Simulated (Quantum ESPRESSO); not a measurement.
# In2Se2, 1 layer, rectangular cell, stepped through strain along the second axis, part 5 of 7

What law, if any, do the results for In2Se2, 1 layer, rectangular cell follow against strain along the second axis?

Quantum ESPRESSO 7.5; plane-wave DFT, PBE, GBRV ultrasoft pseudopotentials.

So far. Step 3 (Relaxing the ions, -4 %): The relaxation lowers the energy by 5 meV an atom. Step 6 (Bands along a path, -4 %): Along this path the valence top lies near Y and the conduction bottom at Γ.

### Step 7. Relaxing the ions, -3 %

The input, m1.relax.in:

```
&control
  prefix = 'm1.relax'
  outdir = './out'
  pseudo_dir = './pseudo'
  nstep = 40
  forc_conv_thr = 0.0003
  calculation = 'relax'
  tstress = .true.
/
&system
  ibrav = 0
  nat = 8
  ntyp = 2
  ecutwfc = 50
  ecutrho = 250
  occupations = 'smearing'
  smearing = 'fd'
  degauss = 0.002
/
&electrons
  conv_thr = 1e-09
  mixing_beta = 0.4
  electron_maxstep = 120
  mixing_mode = 'plain'
/
&ions
/
ATOMIC_SPECIES
  Se  78.9710  se_pbe_v1.uspp.F.UPF
  In  114.8180  in_pbe_v1.4.uspp.F.UPF
CELL_PARAMETERS angstrom
  4.08092491800000 0.00000000000000 0.00000000000000
  0.00000000000000 6.85585149386000 0.00000000000000
  0.00000000000000 0.00000000000000 20.14290946400000
ATOMIC_POSITIONS crystal
  Se  0.000000000000 0.333334341600 0.366558047100
  Se  0.500000000000 0.833334386500 0.366557955300
  In  0.000000000000 -0.000001105000 0.429924743200
  In  0.500000000000 0.499999043600 0.429924757800
  In  0.000000000000 -0.000001105000 0.570075256800
  In  0.500000000000 0.499999043600 0.570075242200
  Se  0.000000000000 0.333334341600 0.633441952900
  Se  0.500000000000 0.833334386500 0.633442044700
K_POINTS automatic
  8 4 1 0 0 0
```

Launch:

```console
OMP_NUM_THREADS=1 mpirun -n 4 pw.x -nk 2 -in m1.relax.in > m1.relax.out
```

Log:

```text
[banner, memory and clock lines left out]
Program PWSCF v.7.5 starts
[...]
Message from routine setup:
[...]
number of electrons       =        76.00
     number of Kohn-Sham states=           46
     kinetic-energy cutoff     =      50.0000  Ry
     charge density cutoff     =     250.0000  Ry
[...]
number of k points=    15  Fermi-Dirac smearing, width (Ry)=  0.0020
[...]
Dense  grid:   253981 G-vectors     FFT dimensions: (  40,  72, 192)
[...]
negative rho (up, down):  9.442E-04 0.000E+00
     Starting wfcs are   52 randomized atomic wfcs
[...]
negative rho (up, down):  8.340E-04 0.000E+00
[...]
estimated scf accuracy    <       7.97088918 Ry
[...]
negative rho (up, down):  9.246E-04 0.000E+00
[...]
estimated scf accuracy    <       0.16421564 Ry
[...]
negative rho (up, down):  1.016E-03 0.000E+00
[...]
estimated scf accuracy    <       0.08470431 Ry
[...]
negative rho (up, down):  1.089E-03 0.000E+00
[...]
estimated scf accuracy    <       0.01470770 Ry
[...]
negative rho (up, down):  1.117E-03 0.000E+00
[...]
estimated scf accuracy    <       0.00100884 Ry
[...]
negative rho (up, down):  1.139E-03 0.000E+00
[...]
estimated scf accuracy    <       0.00013833 Ry
[...]
negative rho (up, down):  1.148E-03 0.000E+00
[...]
estimated scf accuracy    <       0.00003266 Ry
[...]
negative rho (up, down):  1.153E-03 0.000E+00
[...]
estimated scf accuracy    <       0.00000851 Ry
[...]
negative rho (up, down):  1.157E-03 0.000E+00
[...]
estimated scf accuracy    <       0.00000054 Ry
[...]
negative rho (up, down):  1.159E-03 0.000E+00
[...]
estimated scf accuracy    <       0.00000010 Ry
[...]
negative rho (up, down):  1.161E-03 0.000E+00
[...]
estimated scf accuracy    <       0.00000002 Ry
[...]
negative rho (up, down):  1.162E-03 0.000E+00
[...]
estimated scf accuracy    <          4.1E-09 Ry
[...]
negative rho (up, down):  1.163E-03 0.000E+00
[...]
the Fermi energy is    -0.5093 ev
!    total energy              =    -708.63034558 Ry
     estimated scf accuracy    <          6.5E-10 Ry
     smearing contrib. (-TS)   =      -0.00000000 Ry
     internal energy E=F+TS    =    -708.63034558 Ry
[...]
one-electron contribution =   -2229.11744529 Ry
     hartree contribution      =    1145.04033687 Ry
     xc contribution           =    -269.97723985 Ry
     ewald contribution        =     645.42400269 Ry
     convergence has been achieved in  13 iterations
     negative rho (up, down):  1.163E-03 0.000E+00
[...]
Total force =     0.030205     Total SCF correction =     0.000180
[...]
negative rho (up, down):  1.163E-03 0.000E+00
[...]
negative rho (up, down):  1.154E-03 0.000E+00
[...]
negative rho (up, down):  1.160E-03 0.000E+00
[...]
estimated scf accuracy    <       0.00025352 Ry
[...]
negative rho (up, down):  1.162E-03 0.000E+00
[...]
estimated scf accuracy    <       0.00025129 Ry
[...]
negative rho (up, down):  1.164E-03 0.000E+00
[...]
estimated scf accuracy    <       0.00000181 Ry
[...]
negative rho (up, down):  1.165E-03 0.000E+00
[...]
estimated scf accuracy    <       0.00000068 Ry
[...]
negative rho (up, down):  1.166E-03 0.000E+00
[...]
estimated scf accuracy    <       0.00000004 Ry
[...]
negative rho (up, down):  1.166E-03 0.000E+00
[...]
estimated scf accuracy    <          5.1E-09 Ry
[...]
negative rho (up, down):  1.167E-03 0.000E+00
[...]
the Fermi energy is    -0.5090 ev
!    total energy              =    -708.63110331 Ry
     estimated scf accuracy    <          1.4E-10 Ry
     smearing contrib. (-TS)   =      -0.00000000 Ry
     internal energy E=F+TS    =    -708.63110331 Ry
[...]
one-electron contribution =   -2229.38499085 Ry
     hartree contribution      =    1145.16655981 Ry
     xc contribution           =    -269.96511782 Ry
     ewald contribution        =     645.55244555 Ry
     convergence has been achieved in   7 iterations
     negative rho (up, down):  1.167E-03 0.000E+00
[...]
Total force =     0.020133     Total SCF correction =     0.000006
[...]
negative rho (up, down):  1.167E-03 0.000E+00
[...]
negative rho (up, down):  1.158E-03 0.000E+00
[...]
negative rho (up, down):  1.164E-03 0.000E+00
[...]
estimated scf accuracy    <       0.00018277 Ry
[...]
negative rho (up, down):  1.166E-03 0.000E+00
[...]
estimated scf accuracy    <       0.00018819 Ry
[...]
negative rho (up, down):  1.168E-03 0.000E+00
[...]
estimated scf accuracy    <       0.00000190 Ry
[...]
negative rho (up, down):  1.169E-03 0.000E+00
[...]
estimated scf accuracy    <       0.00000062 Ry
[...]
negative rho (up, down):  1.170E-03 0.000E+00
[...]
estimated scf accuracy    <       0.00000004 Ry
[...]
negative rho (up, down):  1.170E-03 0.000E+00
[...]
estimated scf accuracy    <       0.00000001 Ry
[...]
negative rho (up, down):  1.171E-03 0.000E+00
[...]
estimated scf accuracy    <          2.6E-10 Ry
[...]
negative rho (up, down):  1.171E-03 0.000E+00
[...]
the Fermi energy is    -0.5087 ev
!    total energy              =    -708.63158515 Ry
     estimated scf accuracy    <          3.2E-11 Ry
     smearing contrib. (-TS)   =      -0.00000000 Ry
     internal energy E=F+TS    =    -708.63158515 Ry
[...]
one-electron contribution =   -2229.09940192 Ry
     hartree contribution      =    1145.01713589 Ry
     xc contribution           =    -269.95263240 Ry
     ewald contribution        =     645.40331328 Ry
     convergence has been achieved in   8 iterations
     negative rho (up, down):  1.171E-03 0.000E+00
[...]
Total force =     0.010958     Total SCF correction =     0.000031
[...]
negative rho (up, down):  1.171E-03 0.000E+00
[...]
negative rho (up, down):  1.163E-03 0.000E+00
[...]
negative rho (up, down):  1.168E-03 0.000E+00
[...]
estimated scf accuracy    <       0.00009276 Ry
[...]
negative rho (up, down):  1.170E-03 0.000E+00
[...]
estimated scf accuracy    <       0.00010503 Ry
[...]
negative rho (up, down):  1.172E-03 0.000E+00
[...]
estimated scf accuracy    <       0.00000238 Ry
[...]
negative rho (up, down):  1.173E-03 0.000E+00
[...]
estimated scf accuracy    <       0.00000058 Ry
[...]
negative rho (up, down):  1.174E-03 0.000E+00
[...]
estimated scf accuracy    <       0.00000004 Ry
[...]
negative rho (up, down):  1.174E-03 0.000E+00
[...]
one-electron contribution =   -2227.75602622 Ry
     hartree contribution      =    1144.33970202 Ry
     xc contribution           =    -269.93878055 Ry
     ewald contribution        =     644.72329466 Ry
     convergence has been achieved in   8 iterations
     negative rho (up, down):  1.175E-03 0.000E+00
[...]
Total force =     0.006239     Total SCF correction =     0.000034
[...]
negative rho (up, down):  1.175E-03 0.000E+00
[...]
negative rho (up, down):  1.174E-03 0.000E+00
[...]
negative rho (up, down):  1.175E-03 0.000E+00
[...]
estimated scf accuracy    <       0.00001799 Ry
[...]
negative rho (up, down):  1.175E-03 0.000E+00
[...]
estimated scf accuracy    <       0.00001647 Ry
[...]
negative rho (up, down):  1.176E-03 0.000E+00
[...]
estimated scf accuracy    <       0.00000023 Ry
[...]
negative rho (up, down):  1.176E-03 0.000E+00
[...]
estimated scf accuracy    <       0.00000004 Ry
[...]
negative rho (up, down):  1.176E-03 0.000E+00
[...]
estimated scf accuracy    <          2.9E-09 Ry
[...]
negative rho (up, down):  1.176E-03 0.000E+00
[...]
estimated scf accuracy    <          2.2E-10 Ry
[...]
negative rho (up, down):  1.176E-03 0.000E+00
[...]
the Fermi energy is    -0.5084 ev
!    total energy              =    -708.63185318 Ry
     estimated scf accuracy    <          1.9E-11 Ry
     smearing contrib. (-TS)   =      -0.00000000 Ry
     internal energy E=F+TS    =    -708.63185318 Ry
[...]
one-electron contribution =   -2226.51779185 Ry
     hartree contribution      =    1143.72138726 Ry
     xc contribution           =    -269.93603235 Ry
     ewald contribution        =     644.10058376 Ry
     convergence has been achieved in   7 iterations
     negative rho (up, down):  1.176E-03 0.000E+00
[...]
Total force =     0.005614     Total SCF correction =     0.000015
[...]
negative rho (up, down):  1.176E-03 0.000E+00
[...]
negative rho (up, down):  1.176E-03 0.000E+00
[...]
negative rho (up, down):  1.176E-03 0.000E+00
[...]
estimated scf accuracy    <       0.00006964 Ry
[...]
negative rho (up, down):  1.176E-03 0.000E+00
[...]
estimated scf accuracy    <       0.00006603 Ry
[...]
negative rho (up, down):  1.177E-03 0.000E+00
[...]
estimated scf accuracy    <       0.00000040 Ry
[...]
negative rho (up, down):  1.177E-03 0.000E+00
[...]
estimated scf accuracy    <       0.00000010 Ry
[...]
negative rho (up, down):  1.177E-03 0.000E+00
[...]
estimated scf accuracy    <          5.0E-09 Ry
[...]
negative rho (up, down):  1.177E-03 0.000E+00
[...]
estimated scf accuracy    <          2.7E-10 Ry
[...]
negative rho (up, down):  1.177E-03 0.000E+00
[...]
estimated scf accuracy    <          3.4E-11 Ry
[...]
negative rho (up, down):  1.177E-03 0.000E+00
[...]
the Fermi energy is    -0.5084 ev
!    total energy              =    -708.63190249 Ry
     estimated scf accuracy    <          2.2E-12 Ry
     smearing contrib. (-TS)   =      -0.00000000 Ry
     internal energy E=F+TS    =    -708.63190249 Ry
[...]
one-electron contribution =   -2224.62539249 Ry
     hartree contribution      =    1142.77778268 Ry
     xc contribution           =    -269.93368972 Ry
     ewald contribution        =     643.14939704 Ry
     convergence has been achieved in   8 iterations
     negative rho (up, down):  1.177E-03 0.000E+00
[...]
Total force =     0.004353     Total SCF correction =     0.000002
[...]
negative rho (up, down):  1.177E-03 0.000E+00
[...]
negative rho (up, down):  1.178E-03 0.000E+00
[...]
negative rho (up, down):  1.177E-03 0.000E+00
[...]
estimated scf accuracy    <       0.00022407 Ry
[...]
negative rho (up, down):  1.177E-03 0.000E+00
[...]
estimated scf accuracy    <       0.00019708 Ry
[...]
negative rho (up, down):  1.177E-03 0.000E+00
[...]
estimated scf accuracy    <       0.00000119 Ry
[...]
negative rho (up, down):  1.178E-03 0.000E+00
[...]
estimated scf accuracy    <       0.00000031 Ry
[...]
negative rho (up, down):  1.178E-03 0.000E+00
[...]
estimated scf accuracy    <       0.00000003 Ry
[...]
negative rho (up, down):  1.178E-03 0.000E+00
[...]
estimated scf accuracy    <          3.3E-09 Ry
[...]
negative rho (up, down):  1.178E-03 0.000E+00
[...]
estimated scf accuracy    <          5.6E-10 Ry
[...]
negative rho (up, down):  1.178E-03 0.000E+00
[...]
estimated scf accuracy    <          1.4E-10 Ry
[...]
negative rho (up, down):  1.178E-03 0.000E+00
[...]
the Fermi energy is    -0.5092 ev
!    total energy              =    -708.63195038 Ry
     estimated scf accuracy    <          1.7E-12 Ry
     smearing contrib. (-TS)   =      -0.00000000 Ry
     internal energy E=F+TS    =    -708.63195038 Ry
[...]
one-electron contribution =   -2221.35633513 Ry
     hartree contribution      =    1141.14820369 Ry
     xc contribution           =    -269.93060267 Ry
     ewald contribution        =     641.50678373 Ry
     convergence has been achieved in   9 iterations
     negative rho (up, down):  1.178E-03 0.000E+00
[...]
Total force =     0.002873     Total SCF correction =     0.000003
[...]
negative rho (up, down):  1.178E-03 0.000E+00
[...]
negative rho (up, down):  1.178E-03 0.000E+00
[...]
negative rho (up, down):  1.177E-03 0.000E+00
[...]
estimated scf accuracy    <       0.00007630 Ry
[...]
negative rho (up, down):  1.177E-03 0.000E+00
[...]
estimated scf accuracy    <       0.00007254 Ry
[...]
negative rho (up, down):  1.177E-03 0.000E+00
[...]
estimated scf accuracy    <       0.00000032 Ry
[...]
negative rho (up, down):  1.177E-03 0.000E+00
[...]
estimated scf accuracy    <       0.00000010 Ry
[...]
negative rho (up, down):  1.177E-03 0.000E+00
[...]
estimated scf accuracy    <          3.9E-09 Ry
[...]
negative rho (up, down):  1.177E-03 0.000E+00
[...]
estimated scf accuracy    <          4.1E-10 Ry
[...]
negative rho (up, down):  1.177E-03 0.000E+00
[...]
estimated scf accuracy    <          3.3E-11 Ry
[...]
negative rho (up, down):  1.177E-03 0.000E+00
[...]
estimated scf accuracy    <          1.2E-11 Ry
[...]
negative rho (up, down):  1.177E-03 0.000E+00
[...]
the Fermi energy is    -0.5108 ev
!    total energy              =    -708.63196476 Ry
     estimated scf accuracy    <          9.7E-13 Ry
     smearing contrib. (-TS)   =      -0.00000000 Ry
     internal energy E=F+TS    =    -708.63196476 Ry
[...]
one-electron contribution =   -2219.48453836 Ry
     hartree contribution      =    1140.21511101 Ry
     xc contribution           =    -269.92885471 Ry
     ewald contribution        =     640.56631730 Ry
     convergence has been achieved in   9 iterations
     negative rho (up, down):  1.177E-03 0.000E+00
[...]
Total force =     0.002656     Total SCF correction =     0.000004
[...]
negative rho (up, down):  1.177E-03 0.000E+00
[...]
negative rho (up, down):  1.177E-03 0.000E+00
[...]
negative rho (up, down):  1.177E-03 0.000E+00
[...]
estimated scf accuracy    <       0.00004138 Ry
[...]
negative rho (up, down):  1.177E-03 0.000E+00
[...]
estimated scf accuracy    <       0.00003990 Ry
[...]
negative rho (up, down):  1.177E-03 0.000E+00
[...]
estimated scf accuracy    <       0.00000021 Ry
[...]
negative rho (up, down):  1.177E-03 0.000E+00
[...]
estimated scf accuracy    <       0.00000006 Ry
[...]
negative rho (up, down):  1.177E-03 0.000E+00
[...]
estimated scf accuracy    <          2.6E-09 Ry
[...]
negative rho (up, down):  1.177E-03 0.000E+00
[...]
estimated scf accuracy    <          2.2E-10 Ry
[...]
negative rho (up, down):  1.177E-03 0.000E+00
[...]
estimated scf accuracy    <          1.5E-11 Ry
[...]
negative rho (up, down):  1.177E-03 0.000E+00
[...]
```

Run time: 17 min. Hardware: 4 MPI ranks of Arm Neoverse V2, shared host; peak memory 1.5 GiB; 67 min of CPU time.

Step by step:

```csv
step,energy less that of the first step (eV),largest force (eV/Å)
1,0.0000,0.2787
2,-0.0103,0.1956
3,-0.0169,0.1198
4,-0.0199,0.0706
5,-0.0205,0.0678
6,-0.0212,0.0519
7,-0.0218,0.0269
8,-0.0220,0.0274
9,-0.0222,0.0218
10,-0.0223,0.0148
11,-0.0224,0.0058
```

The atoms that moved most (Å):

```csv
atom,dx,dy,dz,length
Se1,0.000,0.013,-0.031,0.034
Se7,0.000,0.013,0.031,0.034
Se8,0.000,0.013,0.031,0.034
Se2,0.000,0.013,-0.031,0.034
In3,0.000,-0.013,0.002,0.013
In5,0.000,-0.013,-0.002,0.013
In6,0.000,-0.013,-0.002,0.013
In4,0.000,-0.013,0.002,0.013
```

The relaxed structure:

```cif
data_structure
_symmetry_space_group_name_H-M 'P 1'
_symmetry_Int_Tables_number 1
_cell_length_a 4.0809
_cell_length_b 6.8559
_cell_length_c 20.1429
_cell_angle_alpha 90.000
_cell_angle_beta 90.000
_cell_angle_gamma 90.000
_cell_volume 563.56
loop_
_atom_site_label
_atom_site_type_symbol
_atom_site_fract_x
_atom_site_fract_y
_atom_site_fract_z
_atom_site_occupancy
Se1 Se 0.00000 0.33527 0.36502 1
Se2 Se 0.50000 0.83527 0.36502 1
In3 In 0.00000 0.99807 0.43001 1
In4 In 0.50000 0.49807 0.43001 1
In5 In 0.00000 0.99807 0.56999 1
In6 In 0.50000 0.49807 0.56999 1
Se7 Se 0.00000 0.33527 0.63498 1
Se8 Se 0.50000 0.83527 0.63498 1
```

The relaxation lowers the energy by 3 meV an atom.

This step gave:

| Item | Value |
| --- | --- |
| free energy | -9641.4294 eV |
| Fermi energy | -0.5183 eV |

### Step 8. SCF with pw.x, -3 %

The input, m1.scf.in:

```
&control
  prefix = 'm1.scf'
  outdir = './out'
  pseudo_dir = './pseudo'
  calculation = 'scf'
  tprnfor = .true.
/
&system
  ibrav = 0
  nat = 8
  ntyp = 2
  ecutwfc = 40
  ecutrho = 200
  occupations = 'smearing'
  smearing = 'fd'
  degauss = 0.002
  nbnd = 42
/
&electrons
  conv_thr = 1e-09
  mixing_beta = 0.4
  electron_maxstep = 120
  mixing_mode = 'plain'
/
ATOMIC_SPECIES
  Se  78.9710  se_pbe_v1.uspp.F.UPF
  In  114.8180  in_pbe_v1.4.uspp.F.UPF
CELL_PARAMETERS angstrom
  4.08092491800000 0.00000000000000 0.00000000000000
  0.00000000000000 6.85585149386000 0.00000000000000
  0.00000000000000 0.00000000000000 20.14290946400000
ATOMIC_POSITIONS crystal
  Se  0.000000000000 0.335267524200 0.365021207400
  Se  0.500000000000 0.835267567300 0.365021118600
  In  0.000000000000 -0.001934307600 0.430008081000
  In  0.500000000000 0.498065882800 0.430008087800
  In  0.000000000000 -0.001934307600 0.569991919000
  In  0.500000000000 0.498065882800 0.569991912200
  Se  0.000000000000 0.335267524200 0.634978792600
  Se  0.500000000000 0.835267567300 0.634978881400
K_POINTS automatic
  8 4 1 0 0 0
```

Launch:

```console
OMP_NUM_THREADS=1 mpirun -n 4 pw.x -nk 2 -in m1.scf.in > m1.scf.out
```

Log:

```text
[banner, memory and clock lines left out]
Program PWSCF v.7.5 starts
[...]
Message from routine setup:
[...]
number of electrons       =        76.00
     number of Kohn-Sham states=           42
     kinetic-energy cutoff     =      40.0000  Ry
     charge density cutoff     =     200.0000  Ry
[...]
number of k points=    15  Fermi-Dirac smearing, width (Ry)=  0.0020
[...]
Dense  grid:   181615 G-vectors     FFT dimensions: (  36,  60, 180)
[...]
negative rho (up, down):  6.197E-04 0.000E+00
     Starting wfcs are   52 randomized atomic wfcs
[...]
negative rho (up, down):  4.589E-04 0.000E+00
[...]
estimated scf accuracy    <       7.85439895 Ry
[...]
negative rho (up, down):  4.694E-04 0.000E+00
[...]
estimated scf accuracy    <       0.13684479 Ry
[...]
negative rho (up, down):  5.151E-04 0.000E+00
[...]
estimated scf accuracy    <       0.04302474 Ry
[...]
negative rho (up, down):  6.609E-04 0.000E+00
[...]
estimated scf accuracy    <       0.01256553 Ry
[...]
negative rho (up, down):  6.080E-04 0.000E+00
[...]
estimated scf accuracy    <       0.00148710 Ry
[...]
negative rho (up, down):  6.119E-04 0.000E+00
[...]
estimated scf accuracy    <       0.00011730 Ry
[...]
negative rho (up, down):  6.066E-04 0.000E+00
[...]
estimated scf accuracy    <       0.00008487 Ry
[...]
negative rho (up, down):  6.061E-04 0.000E+00
[...]
estimated scf accuracy    <       0.00001107 Ry
[...]
negative rho (up, down):  6.073E-04 0.000E+00
[...]
estimated scf accuracy    <       0.00000100 Ry
[...]
negative rho (up, down):  6.084E-04 0.000E+00
[...]
estimated scf accuracy    <       0.00000039 Ry
[...]
negative rho (up, down):  6.091E-04 0.000E+00
[...]
estimated scf accuracy    <       0.00000002 Ry
[...]
negative rho (up, down):  6.096E-04 0.000E+00
[...]
estimated scf accuracy    <          2.3E-09 Ry
[...]
negative rho (up, down):  6.104E-04 0.000E+00
[...]
the Fermi energy is    -0.6223 ev
!    total energy              =    -708.61694679 Ry
     estimated scf accuracy    <          3.2E-10 Ry
     smearing contrib. (-TS)   =      -0.00000000 Ry
     internal energy E=F+TS    =    -708.61694679 Ry
[...]
one-electron contribution =   -2216.54673092 Ry
     hartree contribution      =    1138.74791393 Ry
     xc contribution           =    -269.92001377 Ry
     ewald contribution        =     639.10188396 Ry
     convergence has been achieved in  13 iterations
     negative rho (up, down):  6.104E-04 0.000E+00
[...]
Total force =     0.000583     Total SCF correction =     0.000128
[...]
```

The job ended after 84 s (4 MPI ranks; peak memory 1.1 GiB; 5.6 min of CPU time).

Read from the output:

* free energy: -9641.2247 eV
* Fermi energy: -0.6223 eV
* valence top, on the run's zero: -1.239 eV
* conduction bottom, on the run's zero: 0.4044 eV
* gap by band count: 1.643 eV

[end of part 5 of 7]

[Logs are printed without paths, hosts, clocks, repeated set-up lines and the standing remarks that a program may print on its own settings, such as how far it seeks lower states.]

[Hosts, paths, dates, database ids (printed as entryN), source tags and the programs' standing remarks are cut or masked in the printed files.]

[Maps of the electrostatic potential energy from Ansatz leave out the sawtooth potential of an applied field or a dipole correction, so their vacuum need not be flat; planar profiles and work functions include it.]
